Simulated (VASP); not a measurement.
# HfN (P1) in VASP: reference runs

How does HfN come out in PBE? The cell is run as given.

Program: VASP 6.6.1. These are calculated values, not measurements. Logs are shortened: lines on timing, memory, paths and dates and some standing lists are left out, and cuts for length are marked.

**1. The cell of the first run**

The typed cell holds 4 atoms: a = 3.134 Å, b = 3.134 Å, c = 5.417 Å, α = 90.00°, β = 90.00°, γ = 120.00°.

The cell comes from a database or a generator and needn't be the stable form of this composition.

**2. Single point, PBE (atom 4 moved 0.06 Å)**

INCAR reads:

```
SYSTEM = HfN
PREC = Accurate
ENCUT = 520
EDIFF = 1E-7
ISMEAR = -1
SIGMA = 0.05
LREAL = .FALSE.
LASPH = .TRUE.
NELM = 100
ALGO = Normal
ISIF = 2
LWAVE = .FALSE.
LCHARG = .FALSE.
GGA = PE
NBANDS = 23
```

KPOINTS reads:

```
regular mesh
0
G
  10 10 5
  0 0 0
```

POSCAR reads:

```
HfN
1.0
    3.1339080200      0.0000000000      0.0000000000
   -1.5669540100      2.7140439600      0.0000000000
    0.0000000000      0.0000000000      5.4167677200
Hf N
2 2
Direct
    0.6715549800      0.3340767000      0.7491626200
    0.3382216400      0.6674100400      0.2491626200
    0.0048883100      0.0007433700      0.9991626200
    0.9853350600      0.9977698800      0.5025121300
```

Potentials or basis: VASP PAW PBE potentials, release 64 (Hf_pv, N).

Launch:

```sh
$ cat potpaw_PBE.64/Hf_pv/POTCAR potpaw_PBE.64/N/POTCAR > POTCAR
$ mpirun -np 1 vasp_std > vasp.out
```

OUTCAR:

```text
SYSTEM = HfN
   PREC = Accurate
   ENCUT = 520
   EDIFF = 1E-7
   ISMEAR = -1
   LREAL = .FALSE.
   LASPH = .TRUE.
   NELM = 100
   ISIF = 2
   GGA = PE

 ion  position               nearest neighbor table
   1  0.672  0.334  0.749-   4 2.21   4 2.24   3 2.26   3 2.26   3 2.26   4 2.29   2 3.26   2 3.26
                             2 3.26   2 3.26   2 3.26   2 3.26
   2  0.338  0.667  0.249-   4 2.23   3 2.26   3 2.26   3 2.26   4 2.28   4 2.31   1 3.26   1 3.26
                             1 3.26   1 3.26   1 3.26   1 3.26
   3  0.005  0.001  0.999-   1 2.26   2 2.26   2 2.26   1 2.26   2 2.26   1 2.26
   4  0.985  0.998  0.503-   1 2.21   2 2.23   1 2.24   2 2.28   1 2.29   2 2.31

  LATTYP: Found a hexagonal cell.
 ALAT       =     3.1339080200
 C/A-ratio  =     1.7284386413

  Lattice vectors:

 A1 = (   3.1339080200,   0.0000000000,   0.0000000000)
 A2 = (  -1.5669540100,   2.7140439600,   0.0000000000)
 A3 = (   0.0000000000,   0.0000000000,   5.4167677200)

Analysis of symmetry for initial positions (statically):
=====================================================================
 Subroutine PRICEL returns:
 Original cell was already a primitive cell.

 Routine SETGRP: Setting up the symmetry group for a
 hexagonal supercell.

 Subroutine GETGRP returns: Found  1 space group operations
 (whereof  1 operations were pure point group operations)
 out of a pool of 24 trial point group operations.

The static configuration has the point symmetry C_1 .

Analysis of symmetry for dynamics (positions and initial velocities):
=====================================================================
 Subroutine PRICEL returns:
 Original cell was already a primitive cell.

 Routine SETGRP: Setting up the symmetry group for a
 hexagonal supercell.

 Subroutine GETGRP returns: Found  1 space group operations
 (whereof  1 operations were pure point group operations)
 out of a pool of 24 trial point group operations.

The dynamic configuration has the point symmetry C_1 .

 Subroutine INISYM returns: Found  1 space group operations
 (whereof  1 operations are pure point group operations),
 and found     1 'primitive' translations

----------------------------------------------------------------------------------------

                                     Primitive cell

  volume of cell :      46.0727

  direct lattice vectors                    reciprocal lattice vectors
     3.133908020  0.000000000  0.000000000     0.319090412  0.184226935  0.000000000
    -1.566954010  2.714043960  0.000000000     0.000000000  0.368453870  0.000000000
     0.000000000  0.000000000  5.416767720     0.000000000  0.000000000  0.184611940

  length of vectors
     3.133908020  3.133908021  5.416767720     0.368453870  0.368453870  0.184611940

  position of ions in fractional coordinates (direct lattice)
     0.671554980  0.334076700  0.749162620
     0.338221640  0.667410040  0.249162620
     0.004888310  0.000743370  0.999162620
     0.985335060  0.997769880  0.502512130

  ion indices of the primitive-cell ions
   primitive index   ion index
                 1           1
                 2           2
                 3           3
                 4           4

----------------------------------------------------------------------------------------

 KPOINTS: regular mesh

Automatic generation of k-mesh.
 Grid dimensions read from file:
 generate k-points for:   10   10    5

 Generating k-lattice:

  Cartesian coordinates                     Fractional coordinates (reciprocal lattice)
     0.031909041  0.018422693  0.000000000     0.100000000  0.000000000  0.000000000
     0.000000000  0.036845387  0.000000000     0.000000000  0.100000000  0.000000000
     0.000000000  0.000000000  0.036922388     0.000000000  0.000000000  0.200000000

  Length of vectors
     0.036845387  0.036845387  0.036922388

  Shift w.r.t. Gamma in fractional coordinates (k-lattice)
     0.000000000  0.000000000  0.000000000

 Subroutine IBZKPT returns following result:
 ===========================================

 Found    252 irreducible k-points:

 Following reciprocal coordinates:
            Coordinates               Weight
  0.000000  0.000000  0.000000      1.000000
  0.100000 -0.000000  0.000000      2.000000
  0.000000  0.100000  0.000000      2.000000
 -0.100000  0.100000  0.000000      2.000000
  0.200000 -0.000000  0.000000      2.000000
  0.000000  0.200000  0.000000      2.000000
[... 16 lines left out ...]
 -0.200000  0.300000  0.000000      2.000000
  0.100000  0.200000  0.000000      2.000000
 [... further k-points ...]
   k-points           NKPTS =    252   k-points in BZ     NKDIM =    252   number of bands    NBANDS=     23
   number of dos      NEDOS =    301   number of ions     NIONS =      4
   total plane-waves  NPLWV =  23040
   dimension x,y,z NGX =    24 NGY =   24 NGZ =   40
   dimension x,y,z NGXF=    48 NGYF=   48 NGZF=   80
   ions per type =               2   2
   NGX,Y,Z   is equivalent  to a cutoff of  12.73, 12.73, 12.28 a.u.
   NGXF,Y,Z  is equivalent  to a cutoff of  25.46, 25.46, 24.55 a.u.
 SYSTEM =  HfN
   PREC   = accura    normal or accurate (medium, high low for compatibility)
   ISTART =      0    job   : 0-new  1-cont  2-samecut
   ICHARG =      2    charge: 1-file 2-atom 10-const
   ISPIN  =      1    spin polarized calculation?
   LNONCOLLINEAR =      F non collinear calculations
   LSORBIT =      F    spin-orbit coupling
   LASPH  =      T    aspherical Exc in radial PAW
   ENCUT  =  520.0 eV  38.22 Ry    6.18 a.u.   5.83  5.83 10.07*2*pi/ulx,y,z
   NELM   =    100;   NELMIN=  2; NELMDL= -5     # of ELM steps
   EDIFF  = 0.1E-06   stopping-criterion for ELM
   LREAL  =      F    real-space projection
   EDIFFG = 0.1E-05   stopping-criterion for IOM
   NSW    =      0    number of steps for IOM
   IBRION =     -1    ionic relax: 0-MD 1-quasi-New 2-CG
   NFREE  =      0    steps in history (QN), initial steepest desc. (CG)
   ISIF   =      2    stress and relaxation
   ISYM   =      2    0-nonsym 1-usesym 2-fastsym
   POTIM  = 0.5000    time-step for ionic-motion
   TEBEG  =    0.0;   TEEND  =   0.0 temperature during run
   PSTRESS=    0.0 pullay stress
   NELECT =      30.0000    total number of electrons
   NUPDOWN=      -1.0000    fix difference up-down
   EMIN   =  10.00;   EMAX   =-10.00  energy-range for DOS
   EFERMI =   0.00;   METHOD = LEGACY
   ISMEAR =    -1;   SIGMA  =   0.05  broadening in eV -4-tet -1-fermi 0-gaus
   EFERMI_NEDOS =   21; number of points for ismear=-14 and -15
   IALGO  =     38    algorithm
   IMIX   =      4    mixing-type and parameters
     AMIX     =   0.40;   BMIX     =  1.00
     AMIX_MAG =   1.60;   BMIX_MAG =  1.00
  volume/ion in A,a.u.               =      11.52        77.73
  Fermi-wavevector in a.u.,A,eV,Ry     =   1.418951  2.681429 27.394278  2.013423
  Thomas-Fermi vector in A             =   2.540023
   LORBIT       =      0    0 simple, 1 ext, 2 COOP (PROOUT), +10 PAW based schemes
   GGA     = PE    functional components
   LHFCALC =     F    Hartree Fock is set to
   AEXX    =    0.0000 exact exchange contribution
   IVDW    =     0    specifies the selected vdW correction
   LEPSILON=     F    determine dielectric tensor
   LRPA    =     F    only Hartree local field effects (RPA)
 non-spin polarized calculation
  energy-cutoff  :      520.00
  volume of cell :       46.07
 maximum number of plane-waves:      1275
   NGX = 11   NGY = 11   NGZ = 21

 number of electron      30.0000002 magnetization

 Free energy of the ion-electron system (eV)
  ---------------------------------------------------
  ext. energy  EPLUGINS =         0.00000000
  ---------------------------------------------------
  free energy    TOTEN  =       -43.37070146 eV

  energy without entropy =      -43.35838294  energy(sigma->0) =      -43.36454220

 E-fermi :   8.0022     XC(G=0): -12.7426

 val. band max:        7.9504798787   @ k =   0.0000   0.1000   0.2000
 cond. band min:       8.0132989847   @ k =  -0.4000  -0.3000   0.4000
 fundamental gap:      0.0628191059
 Fermi energy:         8.0022497640

 k-point     1 :       0.0000    0.0000    0.0000
  band No.  band energies     occupation
      1     -23.7774      2.00000
      2     -22.9180      2.00000
      3     -22.8123      2.00000
      4     -22.8115      2.00000
      5     -22.7504      2.00000
      6     -22.7491      2.00000
[... 15 lines left out ...]
     22      13.5591      0.00000
     23      13.5721      0.00000

 k-point     2 :       0.1000   -0.0000    0.0000
  band No.  band energies     occupation
      1     -23.7419      2.00000
      2     -22.9219      2.00000
      3     -22.8971      2.00000
      4     -22.8380      2.00000
      5     -22.8314      2.00000
      6     -22.7583      2.00000
[... 15 lines left out ...]
     22      13.1936      0.00000
     23      13.5320      0.00000

 k-point     3 :       0.0000    0.1000    0.0000
  band No.  band energies     occupation
      1     -23.7418      2.00000
      2     -22.9213      2.00000
      3     -22.8971      2.00000
      4     -22.8392      2.00000
      5     -22.8308      2.00000
      6     -22.7585      2.00000
[... 15 lines left out ...]
     22      13.2000      0.00000
     23      13.5020      0.00000
[... 495 lines left out ...]
 k-point    23 :      -0.2000    0.3000    0.0000
  band No.  band energies     occupation
      1     -23.5569      2.00000
      2     -23.2736      2.00000
      3     -23.1894      2.00000
      4     -22.9520      2.00000
      5     -22.9406      2.00000
      6     -22.8444      2.00000
[... 15 lines left out ...]
     22      12.9295      0.00000
     23      13.3842      0.00000

 k-point    24 :       0.1000    0.2000    0.0000
  band No.  band energies     occupation
      1     -23.5568      2.00000
      2     -23.2736      2.00000
      3     -23.1881      2.00000
      4     -22.9521      2.00000
      5     -22.9404      2.00000
      6     -22.8455      2.00000
[... 15 lines left out ...]
     22      12.9406      0.00000
     23      13.3977      0.00000

 [... further k-points ...]

------------------------ aborting loop because EDIFF is reached ----------------------------------------

  FORCE on cell =-STRESS in cart. coord.  units (eV):
  Direction    XX          YY          ZZ          XY          YZ          ZX
  --------------------------------------------------------------------------------------
  -------------------------------------------------------------------------------------
  Total        1.1845784      1.1643903      1.1102208     -0.0275369      0.0485415     -0.0006130
  in kB       41.1937249     40.4916833     38.6079384     -0.9575959      1.6880323     -0.0213187
  external PRESSURE =      40.0977822 kB  Pullay stress =       0.0000000 kB

 VOLUME and BASIS-vectors are now :
 -----------------------------------------------------------------------------
  energy-cutoff  :      520.00
  volume of cell :       46.07
      direct lattice vectors                 reciprocal lattice vectors
     3.133908020  0.000000000  0.000000000     0.319090412  0.184226935  0.000000000
    -1.566954010  2.714043960  0.000000000     0.000000000  0.368453870  0.000000000
     0.000000000  0.000000000  5.416767720     0.000000000  0.000000000  0.184611940

 POSITION                                       TOTAL-FORCE (eV/Angst)
 -----------------------------------------------------------------------------------
      1.58111      0.90670      4.05804        -0.281032     -0.027949      0.133355
      0.01415      1.81138      1.34966        -0.261570     -0.046284      0.053444
      0.01415      0.00202      5.41223        -0.093758     -0.013609      0.105454
      1.52449      2.70799      2.72199         0.636360      0.087841     -0.292253
 -----------------------------------------------------------------------------------
    total drift:                                0.000128      0.000033      0.000072

  FREE ENERGIE OF THE ION-ELECTRON SYSTEM (eV)
  ---------------------------------------------------
  free  energy   TOTEN  =       -43.3707014559 eV

  energy  without entropy=      -43.3583829417  energy(sigma->0) =      -43.36454220
```

Run time: 92 s. Hardware: 1 thread of Intel Xeon Platinum 8559C (Emerald Rapids), shared host; peak memory 0.34 GiB.

Results:

```
Free energy            : -43.3707 eV
Pressure               : 4.0 GPa
Largest force          : 0.706 eV/Å
Band gap on the k mesh : none (metal or under the smearing width)
```

Forces on the atoms (eV/Å):
```
Hf  -0.281 -0.028  0.133
Hf  -0.262 -0.046  0.053
N   -0.094 -0.014  0.105
N    0.636  0.088 -0.292
```

Stress tensor (GPa, compression positive):
```
 4.12 -0.10  0.00
-0.10  4.05  0.17
 0.00  0.17  3.86
```
